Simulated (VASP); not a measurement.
**CaF2: electric field gradients with PBE**

CaF2:

```
CELL_PARAMETERS angstrom
0.00000 2.75803 2.75803
2.75803 0.00000 2.75803
2.75803 2.75803 0.00000
ATOMIC_POSITIONS crystal
Ca 0.00000 0.00000 0.00000
F 0.75000 0.75000 0.75000
F 0.25000 0.25000 0.25000
```

The cell comes from a database or a generator and needn't be the stable form of this composition.

```
Program                : VASP 6.6.1
Task                   : electric field gradients
Functional             : PBE
Potentials or basis    : VASP PAW PBE potentials, release 64 (Ca_sv, F)
Cutoff                 : 520 eV
k mesh                 : 6 × 6 × 6
Occupations            : fermi-dirac, width 0.02 eV
Spin                   : no spin polarisation
Dipole correction      : no
Further INCAR settings : ALGO = Normal; EDIFF = 1e-08; NBANDS = 19
```

```json
{
 "Pressure": "0.0 GPa",
 "Band gap on the k mesh": "7.10 eV, indirect (least direct gap 7.36 eV)"
}
```

Levels at points of the mesh, in eV from the valence-band top:
| k point | band 10 | band 11 | band 12 | band 13 | band 14 | band 15 |
| --- | --- | --- | --- | --- | --- | --- |
| (0.00, 0.00, 0.00) | -0.25 | -0.25 | -0.25 | 7.10 | 9.05 | 9.05 |
| (0.50, 0.00, 0.00) | -1.20 | -0.82 | -0.82 | 9.25 | 9.25 | 9.55 |
| (0.50, 0.50, 0.00) | -0.35 | -0.35 | 0.00 | 8.03 | 9.35 | 9.92 |

Electric field gradients, principal values (V/Å²):
```tsv
atom	Vxx	Vyy	Vzz
1 Ca	0.000	0.000	0.000
2 F	0.000	0.000	0.000
3 F	0.000	0.000	0.000
```

It took 8.6 s on 1 thread of Intel(R) Xeon(R) 6975P-C (Granite Rapids) (shared host), peak memory 0.16 GiB.

A k mesh can miss the band edges. As with any semilocal functional, this PBE gap is likely too small.
